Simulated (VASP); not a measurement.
# S (R-3m) in VASP: a series of runs

The runs below take S through relaxation of cell and atoms, with PBE.

Program: VASP 6.6.1. These are calculated values, not measurements. Logs are shortened: lines on timing, memory, paths and dates and some standing lists are left out, and cuts for length are marked.

### 1 The structure

It takes space group R-3m (No. 166, trigonal). Conventional cell: a = 3.277 Å, b = 3.277 Å, c = 2.584 Å, α = 90.00°, β = 90.00°, γ = 120.00°. Around S (site symmetry -3m) lie 6 S at 2.08 Å.

This isn't the form of S at room conditions, which is orthorhombic, of S8 rings.

### 2 Relaxation of cell and atoms, PBE, target pressure 160 GPa, at which the enthalpy is minimised

INCAR

```
ALGO = Normal
EDIFF = 1E-7
EDIFFG = -0.002
ENCUT = 350
GGA = PE
IBRION = 2
ISIF = 3
ISMEAR = 0
LASPH = True
LCHARG = False
LREAL = False
LWAVE = False
NELM = 100
NSW = 80
PREC = Accurate
PSTRESS = 1600.0
SIGMA = 0.02
```

KPOINTS

```
k-points
0
Gamma
  15 15 15
```

POSCAR

```
S
1.0
    1.6385000000      0.9459884200      0.8613333300
   -1.6385000000      0.9459884200      0.8613333300
    0.0000000000     -1.8919768300      0.8613333300
S
1
Direct
    0.0000000000      0.0000000000      0.0000000000
```

Potentials or basis: VASP PAW PBE potentials, release 64 (S).

On the command line:

```bash
cat potpaw_PBE.64/S/POTCAR > POTCAR
mpirun -np 1 vasp_std > vasp.out
```

OUTCAR:

```text
EDIFF = 1E-7
   EDIFFG = -0.002
   ENCUT = 350
   GGA = PE
   IBRION = 2
   ISIF = 3
   ISMEAR = 0
   LASPH = True
   LREAL = False
   NELM = 100
   NSW = 80
   PREC = Accurate
   PSTRESS = 1600.0

 ion  position               nearest neighbor table
   1  0.000  0.000  0.000-

  LATTYP: Found a trigonal (rhomboedric) cell.
 ALAT       =     2.0788149139
 COS(alpha) =    -0.2424852430

  Lattice vectors:

 A1 = (   1.6385000000,   0.9459884200,   0.8613333300)
 A2 = (  -1.6385000000,   0.9459884200,   0.8613333300)
 A3 = (   0.0000000000,  -1.8919768300,   0.8613333300)

Analysis of symmetry for initial positions (statically):
=====================================================================
 Subroutine PRICEL returns:
 Original cell was already a primitive cell.

 Routine SETGRP: Setting up the symmetry group for a
 trigonal (rhombohedral) supercell.

 Subroutine GETGRP returns: Found 12 space group operations
 (whereof 12 operations were pure point group operations)
 out of a pool of 12 trial point group operations.

The static configuration has the point symmetry D_3d.

Analysis of symmetry for dynamics (positions and initial velocities):
=====================================================================
 Subroutine PRICEL returns:
 Original cell was already a primitive cell.

 Routine SETGRP: Setting up the symmetry group for a
 trigonal (rhombohedral) supercell.

 Subroutine GETGRP returns: Found 12 space group operations
 (whereof 12 operations were pure point group operations)
 out of a pool of 12 trial point group operations.

The dynamic configuration has the point symmetry D_3d.

 Subroutine INISYM returns: Found 12 space group operations
 (whereof 12 operations are pure point group operations),
 and found     1 'primitive' translations

----------------------------------------------------------------------------------------

                                     Primitive cell

  volume of cell :       8.0104

  direct lattice vectors                    reciprocal lattice vectors
     1.638500000  0.945988420  0.861333330     0.305157156  0.176182566  0.386996905
    -1.638500000  0.945988420  0.861333330    -0.305157156  0.176182566  0.386996905
     0.000000000 -1.891976830  0.861333330     0.000000000 -0.352365132  0.386996907

  length of vectors
     2.078814914  2.078814914  2.078814910     0.523381114  0.523381114  0.523381116

  position of ions in fractional coordinates (direct lattice)
     0.000000000  0.000000000  0.000000000

  ion indices of the primitive-cell ions
   primitive index   ion index
                 1           1

----------------------------------------------------------------------------------------

 KPOINTS: k-points

Automatic generation of k-mesh.
 Grid dimensions read from file:
 generate k-points for:   15   15   15

 Generating k-lattice:

  Cartesian coordinates                     Fractional coordinates (reciprocal lattice)
     0.020343810  0.011745504  0.025799794     0.066666667  0.000000000  0.000000000
    -0.020343810  0.011745504  0.025799794     0.000000000  0.066666667  0.000000000
     0.000000000 -0.023491009  0.025799794     0.000000000  0.000000000  0.066666667

  Length of vectors
     0.034892074  0.034892074  0.034892074

  Shift w.r.t. Gamma in fractional coordinates (k-lattice)
     0.000000000  0.000000000  0.000000000

 Subroutine IBZKPT returns following result:
 ===========================================

 Found    344 irreducible k-points:

 Following reciprocal coordinates:
            Coordinates               Weight
  0.000000  0.000000  0.000000      1.000000
  0.066667 -0.000000  0.000000      6.000000
  0.133333 -0.000000  0.000000      6.000000
  0.200000  0.000000  0.000000      6.000000
  0.266667 -0.000000  0.000000      6.000000
  0.333333 -0.000000 -0.000000      6.000000
[... 16 lines left out ...]
  0.133333  0.133333  0.000000      6.000000
  0.200000  0.133333 -0.000000     12.000000
 [... further k-points ...]
   k-points           NKPTS =    344   k-points in BZ     NKDIM =    344   number of bands    NBANDS=      7
   number of dos      NEDOS =    301   number of ions     NIONS =      1
   total plane-waves  NPLWV =   2744
   dimension x,y,z NGX =    14 NGY =   14 NGZ =   14
   dimension x,y,z NGXF=    28 NGYF=   28 NGZF=   28
   ions per type =               1
   NGX,Y,Z   is equivalent  to a cutoff of  11.20, 11.20, 11.20 a.u.
   NGXF,Y,Z  is equivalent  to a cutoff of  22.39, 22.39, 22.39 a.u.
 SYSTEM =  unknown system
   PREC   = accura    normal or accurate (medium, high low for compatibility)
   ISTART =      0    job   : 0-new  1-cont  2-samecut
   ICHARG =      2    charge: 1-file 2-atom 10-const
   ISPIN  =      1    spin polarized calculation?
   LNONCOLLINEAR =      F non collinear calculations
   LSORBIT =      F    spin-orbit coupling
   LASPH  =      T    aspherical Exc in radial PAW
   ENCUT  =  350.0 eV  25.72 Ry    5.07 a.u.   3.17  3.17  3.17*2*pi/ulx,y,z
   NELM   =    100;   NELMIN=  2; NELMDL= -5     # of ELM steps
   EDIFF  = 0.1E-06   stopping-criterion for ELM
   LREAL  =      F    real-space projection
   EDIFFG = -.2E-02   stopping-criterion for IOM
   NSW    =     80    number of steps for IOM
   IBRION =      2    ionic relax: 0-MD 1-quasi-New 2-CG
   NFREE  =      1    steps in history (QN), initial steepest desc. (CG)
   ISIF   =      3    stress and relaxation
   ISYM   =      2    0-nonsym 1-usesym 2-fastsym
   POTIM  = 0.5000    time-step for ionic-motion
   TEBEG  =    0.0;   TEEND  =   0.0 temperature during run
   PSTRESS= 1600.0 pullay stress
   NELECT =       6.0000    total number of electrons
   NUPDOWN=      -1.0000    fix difference up-down
   EMIN   =  10.00;   EMAX   =-10.00  energy-range for DOS
   EFERMI =   0.00;   METHOD = LEGACY
   ISMEAR =     0;   SIGMA  =   0.02  broadening in eV -4-tet -1-fermi 0-gaus
   EFERMI_NEDOS =   21; number of points for ismear=-14 and -15
   IALGO  =     38    algorithm
   IMIX   =      4    mixing-type and parameters
     AMIX     =   0.40;   BMIX     =  1.00
     AMIX_MAG =   1.60;   BMIX_MAG =  1.00
  volume/ion in A,a.u.               =       8.01        54.06
  Fermi-wavevector in a.u.,A,eV,Ry     =   1.486758  2.809565 30.074995  2.210450
  Thomas-Fermi vector in A             =   2.600004
   LORBIT       =      0    0 simple, 1 ext, 2 COOP (PROOUT), +10 PAW based schemes
   GGA     = PE    functional components
   LHFCALC =     F    Hartree Fock is set to
   AEXX    =    0.0000 exact exchange contribution
   IVDW    =     0    specifies the selected vdW correction
   LEPSILON=     F    determine dielectric tensor
   LRPA    =     F    only Hartree local field effects (RPA)
 conjugate gradient relaxation of ions
 non-spin polarized calculation
 Gauss-broadening in eV      SIGMA  =   0.02
  energy-cutoff  :      350.00
  volume of cell :        8.01
 maximum number of plane-waves:       126
 NGX is ok and might be reduce to    14
   NGX =  7   NGY =  7   NGZ =  7

--------------------------------------- Ionic step        1  -------------------------------------------

 number of electron       5.9999997 magnetization

 Free energy of the ion-electron system (eV)
  ---------------------------------------------------
  ext. energy  EPLUGINS =         0.00000000
  ---------------------------------------------------
  free energy    TOTEN  =        -0.19139515 eV

  energy without entropy =       -0.19132676  energy(sigma->0) =       -0.19136096

------------------------ aborting loop because EDIFF is reached ----------------------------------------

  FORCE on cell =-STRESS in cart. coord.  units (eV):
  Direction    XX          YY          ZZ          XY          YZ          ZX
  --------------------------------------------------------------------------------------
  -------------------------------------------------------------------------------------
  Total       10.7067316     10.7067316     10.5492779      0.0000000      0.0000000      0.0000000
  in kB     2141.4736352   2141.4736379   2109.9810236      0.0000000      0.0000082      0.0000000
  external PRESSURE =     530.9760989 kB  Pullay stress =    1600.0000000 kB
[... 90 lines left out ...]
  FREE ENERGIE OF THE ION-ELECTRON SYSTEM (eV)
  ---------------------------------------------------
  free  energy   TOTEN  =        -1.1316131556 eV

  energy  without entropy=       -1.1316065334  energy(sigma->0) =       -1.13160984

  enthalpy is  TOTEN    =         7.6894493919 eV   P V=        8.8210625476

[... ionic steps 4 to 8 ...]

--------------------------------------- Ionic step        9  -------------------------------------------

 number of electron       6.0000003 magnetization

------------------------ aborting loop because EDIFF is reached ----------------------------------------

  FORCE on cell =-STRESS in cart. coord.  units (eV):
  Direction    XX          YY          ZZ          XY          YZ          ZX
  --------------------------------------------------------------------------------------
  -------------------------------------------------------------------------------------
  Total        8.7256955      8.7256955      8.7315707      0.0000000      0.0000001      0.0000000
  in kB     1593.0268484   1593.0268517   1594.0994624      0.0000000      0.0000102      0.0000000
  external PRESSURE =      -6.6156125 kB  Pullay stress =    1600.0000000 kB
[... 59 lines left out ...]
  enthalpy is  TOTEN    =         7.6881489263 eV   P V=        8.7290095089

--------------------------------------- Ionic step       11  -------------------------------------------

 number of electron       6.0000003 magnetization

 Free energy of the ion-electron system (eV)
  ---------------------------------------------------
  ext. energy  EPLUGINS =         0.00000000
  ---------------------------------------------------
  free energy    TOTEN  =        -1.06592542 eV

  energy without entropy =       -1.06592392  energy(sigma->0) =       -1.06592467

 E-fermi :  19.0520     XC(G=0): -14.0690

 val. band max:       19.0108129723   @ k =  -0.4667   0.1333   0.0000
 cond. band min:      19.0911493308   @ k =   0.4667   0.4667   0.4667
 fundamental gap:      0.0803363584
 Fermi energy:        19.0520297843

 k-point     1 :       0.0000    0.0000    0.0000
  band No.  band energies     occupation
      1      -6.4583      2.00000
      2      23.1156      0.00000
      3      26.3322      0.00000
      4      26.3322      0.00000
      5      27.1811      0.00000
      6      27.1811      0.00000
      7      34.7486      0.00000
[... 221 lines left out ...]
 k-point    24 :       0.2000    0.1333   -0.0000
  band No.  band energies     occupation
      1      -3.8211      2.00000
      2      14.1214      2.00000
      3      17.1453      2.00000
      4      22.7770      0.00000
      5      32.0002      0.00000
      6      36.4793      0.00000
      7      38.9208      0.00000

 [... further k-points ...]

------------------------ aborting loop because EDIFF is reached ----------------------------------------

  FORCE on cell =-STRESS in cart. coord.  units (eV):
  Direction    XX          YY          ZZ          XY          YZ          ZX
  --------------------------------------------------------------------------------------
  -------------------------------------------------------------------------------------
  Total        8.7544226      8.7544227      8.7541147      0.0000000      0.0000001      0.0000000
  in kB     1600.0876524   1600.0876564   1600.0313773      0.0000000      0.0000120      0.0000000
  external PRESSURE =       0.0688954 kB  Pullay stress =    1600.0000000 kB
[... 16 lines left out ...]
  FREE ENERGIE OF THE ION-ELECTRON SYSTEM (eV)
  ---------------------------------------------------
  free  energy   TOTEN  =        -1.0659254185 eV

  energy  without entropy=       -1.0659239222  energy(sigma->0) =       -1.06592467

  enthalpy is  TOTEN    =         7.6880176523 eV   P V=        8.7539430708

 reached required accuracy - stopping structural energy minimisation
```

Run time: 33 s. Hardware: 1 thread of Intel Xeon Platinum 8259CL at 2.50GHz (Skylake/Cascade Lake), shared host; peak memory 0.11 GiB.

What came out:

| Property | Result |
| --- | --- |
| Free energy | -1.0659 eV |
| Relaxed volume | 8.77 Å³/atom |
| Relaxed cell | a = 2.141 Å, b = 2.141 Å, c = 2.141 Å, α = 103.97°, β = 103.97°, γ = 103.97° |
| Space group after relaxing (to 0.05 Å) | R-3m (No. 166) |
| Energy change on relaxing (the enthalpy is what falls) | -874.5 meV/atom |
| Ionic steps | 11 |
| Pressure after relaxing | 160.0 GPa |
| Band gap on the k mesh | none (metal or under the smearing width) |

Step by step:
| step | energy change (eV) | largest force (eV/Å) | pressure (GPa) | volume (Å³) |
| --- | --- | --- | --- | --- |
| 1 | 0.0000 | 0.0000 | 213.10 | 8.01 |
| 2 | -2.5031 | 0.0000 | 50.42 | 11.50 |
| 3 | -0.9402 | 0.0000 | 155.27 | 8.83 |
| 4 | -0.8647 | 0.0000 | 160.33 | 8.76 |
| 5 | -0.8800 | 0.0000 | 159.33 | 8.77 |
| 6 | -0.8889 | 0.0000 | 159.45 | 8.78 |
| 7 | -0.8839 | 0.0000 | 159.34 | 8.78 |
| 8 | -0.8854 | 0.0000 | 159.33 | 8.78 |
| 9 | -0.8845 | 0.0000 | 159.34 | 8.78 |
| 10 | -0.8495 | 0.0000 | 161.69 | 8.74 |
| 11 | -0.8745 | 0.0000 | 160.01 | 8.77 |

Final structure:
```
CELL_PARAMETERS angstrom
1.68696 0.97397 0.88919
-1.68696 0.97397 0.88919
0.00000 -1.94793 0.88919
ATOMIC_POSITIONS crystal
S 0.00000 0.00000 0.00000
```

Levels at points of the mesh, in eV from the Fermi level:
```tsv
k point	band 1	band 2	band 3	band 4	band 5	band 6
(0.00, 0.00, 0.00)	-25.51	4.06	7.28	7.28	8.13	8.13
```

Caveat: the cell is relaxed towards a set pressure, so the enthalpy falls and the energy may rise. PBE usually gives volumes a little too large and moduli too small.

### 3 Relaxation of cell and atoms, PBE, target pressure 160 GPa, at which the enthalpy is minimised

This run uses another cell than the first one, of 8.77 Å³/atom, 1.094 times its volume.

INCAR is that of step 2.

KPOINTS is that of step 2.

POSCAR

```
S                                       
1.0
    1.6869576938      0.9739654849      0.8891915202
   -1.6869576938      0.9739654849      0.8891915202
   -0.0000000000     -1.9479309546      0.8891915148
  S             
     1
Direct
     0.0000000000000000    0.0000000000000000    0.0000000000000000
```

Potentials or basis: VASP PAW PBE potentials, release 64 (S).

On the command line:

```bash
cat potpaw_PBE.64/S/POTCAR > POTCAR
mpirun -np 1 vasp_std > vasp.out
```

It took 15 s on 1 thread of Intel Xeon Platinum 8259CL at 2.50GHz (Skylake/Cascade Lake), shared host; peak memory 0.11 GiB.

Results (log left out):

```
Free energy                                            : -1.0757 eV
Relaxed volume                                         : 8.77 Å³/atom
Relaxed cell                                           : a = 2.142 Å, b = 2.142 Å, c = 2.142 Å, α = 103.96°, β = 103.96°, γ = 103.96°
Space group after relaxing (to 0.05 Å)                 : R-3m (No. 166)
Energy change on relaxing (the enthalpy is what falls) : -5.6 meV/atom
Ionic steps                                            : 6
Pressure after relaxing                                : 160.0 GPa
Band gap on the k mesh                                 : none (metal or under the smearing width)
```

Step by step:
```
step  energy change (eV)  largest force (eV/Å)  pressure (GPa)  volume (Å³)
   1              0.0000                0.0000          160.36         8.77
   2             -0.0252                0.0000          158.70         8.79
   3             -0.0056                0.0000          159.99         8.77
   4             -0.0057                0.0000          159.99         8.77
   5             -0.0056                0.0000          160.01         8.77
   6             -0.0056                0.0000          159.99         8.77
```

Final structure:
```cif
data_structure
_symmetry_space_group_name_H-M 'P 1'
_symmetry_Int_Tables_number 1
_cell_length_a 2.1417
_cell_length_b 2.1417
_cell_length_c 2.1417
_cell_angle_alpha 103.960
_cell_angle_beta 103.960
_cell_angle_gamma 103.960
_cell_volume 8.77
loop_
_atom_site_label
_atom_site_type_symbol
_atom_site_fract_x
_atom_site_fract_y
_atom_site_fract_z
_atom_site_occupancy
S1 S 0.00000 0.00000 0.00000 1
```

Levels at points of the mesh, in eV from the Fermi level:
```
           k point  band 1  band 2  band 3  band 4  band 5  band 6
(0.00, 0.00, 0.00)  -25.50    4.06    7.27    7.27    8.11    8.11
```

Caveat: the cell is relaxed towards a set pressure, so the enthalpy falls and the energy may rise.
